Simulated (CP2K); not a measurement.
# Si under changes of volume

One of the cells (14.950 Å³/atom); the others are scaled copies at fixed shape and fractional positions:

```
Si
1.0
     3.60746    0.00000    0.00000
    -2.62785    2.47147    0.00000
    -0.48980   -1.23573    3.35363
Si
2
Direct
  0.50000 0.50000 0.00000
  0.25000 0.75000 0.50000
```

This isn't the form of Si at room conditions, which is diamond.

- Program: CP2K 2026.2
- Functional: PBE
- Potentials or basis: POTENTIAL_UZH Si GTH-PBE-q4; TZVP-MOLOPT-PBE-GTH basis
- Density cutoff: 6123 eV
- k mesh: 11 × 11 × 11
- Occupations: fermi-dirac, width 0.05 eV
- Spin: no spin polarisation

```csv
volume (Å³/atom),energy over the lowest point (meV/atom),pressure (GPa)
14.053,?,?
14.352,21.72,7.9
14.651,9.66,5.1
14.950,2.59,2.5
15.249,0.00,0.3
15.548,1.42,-1.8
15.847,6.43,-3.6
```

Task: What does the run at 14.053 Å³/atom give?

Result: Energy over the lowest point 39.35 meV/atom; pressure 11.1 GPa.

Worked out: A Birch-Murnaghan fit of order 3 (a polynomial in V^(-2/3)) to the other rows has its minimum at 15.29 Å³/atom with B0 = V·E''(V) = 108 GPa and B' = 4.6 at fixed shape and positions, which overstates the stiffness. It gives 39.36 meV/atom at 14.053 Å³/atom, against the run's 39.35, and -dE/dV = 11.1 GPa, against 11.1.

Energies are extrapolated to zero smearing.

Caveats: the basis of atomic orbitals isn't converged, which shifts pressures, moduli and gaps.
